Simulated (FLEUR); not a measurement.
## Energy mapping worked by hand: free-standing square Co monolayer, spacing 2.8 A

Aim: get Heisenberg couplings of free-standing square Co monolayer, spacing 2.8 A from the energies of collinear orders, with pencil and paper, and test them on an order left out of the fit.

Method: LDA (VWN); all-electron FLAPW film, Dirac cores, scalar-relativistic bands, in FLEUR MaX-R8.1.

### Step 1. Starting point

The cell holds 1 atom: 1 Co. Cell: a = 2.800 Å, b = 2.800 Å, c = 14.000 Å, α = 90.0°, β = 90.0°, γ = 90.0°. Model lattice. Vacuum lies along c.

As a file:

```xyz
1
Lattice="2.8000 0.0000 0.0000 0.0000 2.8000 0.0000 0.0000 0.0000 14.0000" Properties=species:S:1:pos:R:3
Co    0.0000    0.0000    7.0000
```

### Step 2. The parallel order

All energies count from this run.

inpgen writes inp.xml from crystal.txt; cutoffs, mixing, functional, smearing and local orbitals are then set in the file. The k list default-1 (kpts.xml, not shown) is a Γ-centred 10×10×1 mesh; where the ranks do not divide the number of points, some are split in two of half the weight.

inp.xml

```
<?xml version="1.0" encoding="UTF-8" standalone="no"?>
<fleurInput fleurInputVersion="0.39">
   <comment>
      Co
   </comment>
   <calculationSetup>
      <cutoffs Kmax="3.6" Gmax="10.8" GmaxXC="10.8" numbands="0"/>
      <scfLoop itmax="120" minDistance="0.00002" maxIterBroyd="15" imix="Anderson" alpha="0.03" precondParam="0.0" spinf="2.0" sdNocoIR="T"/>
      <coreElectrons ctail="T" frcor="F" kcrel="0" coretail_lmax="0"/>
      <xcFunctional name="vwn" relativisticCorrections="F"/>
      <magnetism jspins="2"/>
      <soc l_soc="F" theta="0.0" phi="0.0" spav="F"/>
      <expertModes spex="0" secvar="F"/>
      <geometryOptimization l_f="F" forcealpha="1.0" forcemix="BFGS" epsdisp="0.00001" epsforce="0.00001"/>
      <ldaU l_linMix="F" mixParam="0.05" spinf="1.0"/>
   </calculationSetup>
   <cell>
      <bzIntegration valenceElectrons="17.0" mode="hist" fermiSmearingEnergy="0.00183747">
         <kPointListSelection listName="default-1"/>
         <xi:include xmlns:xi="http://www.w3.org/2001/XInclude" href="kpts.xml"> </xi:include>
      </bzIntegration>
      <xi:include xmlns:xi="http://www.w3.org/2001/XInclude" href="sym.xml"> </xi:include>
      <filmLattice scale="1.0" dVac="5.82" dTilda="8.32">
         <bravaisMatrixFilm>
            <row-1>    5.2912331488799991     0.0000000000000000</row-1>
            <row-2>    0.0000000000000000     5.2912331488799991</row-2>
         </bravaisMatrixFilm>
         <vacuumEnergyParameters vacuum="1" spinUp="-.25" spinDown="-.25"/>
      </filmLattice>
   </cell>
   <atomSpecies>
      <species name="Cobalt (Co2.000" element="Co" atomicNumber="27">
         <mtSphere radius="2.51" gridPoints="829" logIncrement="0.015"/>
         <atomicCutoffs lmax="10" lnonsphr="8"/>
         <electronConfig flipSpins="F">
            <coreConfig>(1s1/2) (2s1/2) (2p1/2) (2p3/2)</coreConfig>
            <valenceConfig>(3s1/2) (3p1/2) (3p3/2) (4s1/2) (3d3/2) (3d5/2)</valenceConfig>
            <stateOccupation state="(3d3/2)" spinUp="1.5" spinDown="1.3"/>
            <stateOccupation state="(3d5/2)" spinUp="3.0" spinDown="1.2"/>
         </electronConfig>
         <energyParameters s="4" p="4" d="3" f="4"/>
         <lo type="SCLO" l="0" n="3" eDeriv="0"/>
         <lo type="SCLO" l="1" n="3" eDeriv="0"/>
      </species>
   </atomSpecies>
   <atomGroups>
      <atomGroup species="Cobalt (Co2.000">
         <filmPos label="                   1">.0000000000 .0000000000 .0000000000</filmPos>
         <force calculate="T" relaxXYZ="TTT"/>
      </atomGroup>
   </atomGroups>
   <output dos="F" band="F" slice="F">
      <bandDOS minEnergy="-.5*Htr" maxEnergy="0.5*Htr" sigma="0.015" storeEVData="T"/>
      <plotting iplot="0" polar="F">
         <plot TwoD="T" vec1="  1.0  0.0  0.0" vec2="  0.0  1.0  0.0" vec3="  0.0  0.0  1.0" zero="  0.0  0.0 -0.5" file="plot"/>
      </plotting>
      <moessbauerParams electricFieldGradient="F" isomerShift="F" coreHyperfine="F" valenceHyperfine="F"/>
   </output>
</fleurInput>
```

crystal.txt

```
Co
&input film=T cartesian=F /
2.80000000000  0.00000000000  0.00000000000
0.00000000000  2.80000000000  0.00000000000
0.00000000000  0.00000000000  1.00000000000
1.8897261246
1.0 1.0 1.0

1
27 0.00000000000  0.00000000000  0.00000000000 : 2.000

&kpt div1=10 div2=10 div3=1 gamma=T /
```

The run is started by

```
$ OMP_NUM_THREADS=1 inpgen -f crystal.txt > inpgen.log  # inp.xml is then edited as shown
$ OMP_NUM_THREADS=1 mpirun -n 2 fleur_MPI > fleur.log
```

The program printed:

```text
Welcome to FLEUR        (www.flapw.de)
      MaX-Release 8.1          (www.max-centre.eu)

 ========== k-point set info ==========
 Selected k-point list: default-1
 k-point list type: mesh
 0 x 0 x 0
 Number of k points: 22

 [... set-up left out ...]
 Iteration:     1   Distance:      20.86818864 me/bohr^3
 Iteration:     2   Distance:      16.65436801 me/bohr^3
 Iteration:     3   Distance:       6.79168417 me/bohr^3
 Iteration:     4   Distance:       6.56086630 me/bohr^3
 Iteration:     5   Distance:       5.04031408 me/bohr^3
[...]
<sumOfEigenvalues value="     -814.4819192994">
               <coreElectrons value="-791.2119840796"/>
               <valenceElectrons value="-23.2699352198"/>
            </sumOfEigenvalues>
         [... left out ...]
            <freeEnergy value="-1391.0307033529"/>
            <extrapolationTo0K value="-1391.0301144422"/>
         </totalEnergy>
         <densityConvergence units="me/bohr^3">
            <chargeDensity spin="1" distance="0.0000018550"/>
            <chargeDensity spin="2" distance="0.0000038724"/>
            <overallChargeDensity distance="0.0000033993"/>
            <spinDensity distance="0.0000050316"/>
         </densityConvergence>
      </iteration>
```

Wall time 16 s (2 MPI ranks of Arm Neoverse V1, shared host); peak memory 0.12 GiB.

Spin moment in the muffin-tin sphere by atom:

```
atom  spin moment in the muffin-tin sphere (μB)
 Co1                                       2.20
```

This step gave:

```yaml
free_energy: -37851.8737 eV
program_s_band_gap_on_this_mesh_in_a_metal_only_a_level_spacing: 0.003896 eV
magnetization: 2.200 μB
final_state: ferromagnetic
```

After 24 cycles the largest moment stands at 2.20 μB.

### Step 3. The orders used for the fit

The other orders were run with the same settings, on meshes that hold the same points. Free energies are divided by the number of Co atoms; q is in fractions of the reciprocal vectors of the first run's cell.

```
            order  atoms     mesh  free energy (eV)    eV per Co  largest moment (μB)
              F +      1  10×10×1       -37851.8737  -37851.8737                 2.20
AF q=(0,1/2,0) +-      2   10×5×1       -75703.3691  -37851.6845                 2.07
```

### Step 4. Counting neighbours

With E = −Σ J e_i·e_j over ordered pairs of unit vectors, turning a neighbour from parallel to opposed costs 2J a Co atom. So an order lies 2 Σ n J over the parallel one, n being the opposed neighbours in each shell.

```
shell  distance (Å)  neighbours  opposed in AF q=(0,1/2,0) +-  opposed in AF q=(1/2,1/2,0) +-
   J1          2.80           4                             2                               4
   J2          3.96           4                             4                               0
```

Only J1 is kept.

### Step 5. Solving

```
2 × 2 × J1 = +189.2 meV    (AF q=(0,1/2,0) +-)
J1 = +47.30 meV
```

### Step 6. The test

The couplings now give the orders that were left out:

```
2 × 4 × (+47.30) = +378.4 meV    (AF q=(1/2,1/2,0) +-)
```

The runs themselves:

```
              order  atoms    mesh  free energy (eV)    eV per Co  largest moment (μB)  over the parallel order (meV)  foretold (meV)
AF q=(1/2,1/2,0) +-      2  5×10×1       -75703.0819  -37851.5409                 2.02                         +332.8          +378.4
```

### Step 7. One more shell

One try is to add the next shell, though changing moments can also cause the miss. Both differences then fix both couplings, and no order is left for a test.

```
2 × 2 × J1 + 2 × 4 × J2 = +189.2 meV    (AF q=(0,1/2,0) +-)
2 × 4 × J1 = +332.8 meV    (AF q=(1/2,1/2,0) +-)
J1 = +41.60 meV
J2 = +2.85 meV
```

### Step 8. Results

```json
{
 "effective coupling of the reversed pairs, counted on J1 (Co–Co at 2.80 Å)": "47.3 meV",
 "largest miss on the orders left out": "46 meV",
 "J1 with two shells": "41.6 meV",
 "J2 with two shells": "2.85 meV"
}
```

In words: The model misses the order left out by 46 meV, 14 % of the largest distance from the parallel order, so it holds only roughly. With the next shell added the couplings are J1 = +41.60 and J2 = +2.85 meV, untested. The largest moments of the orders differ by 8.0 % of the greatest. One difference fixes one number: it sums all reversed shells and need not be the coupling of the nearest one, even in sign.

[Logs and program files are shortened in this print: banners, set-up blocks, solver, clock and traceback lines can be left out without a mark of their own.]

[Logs are printed without paths, hosts, clocks, repeated set-up lines and the standing remarks that a program may print on its own settings, such as how far it seeks lower states.]

[Hosts, paths, dates, database ids (printed as entryN), source tags and the programs' standing remarks are cut or masked in the printed files.]

[Where a cell is said to come from a database of computed structures, the database is the Materials Project.]
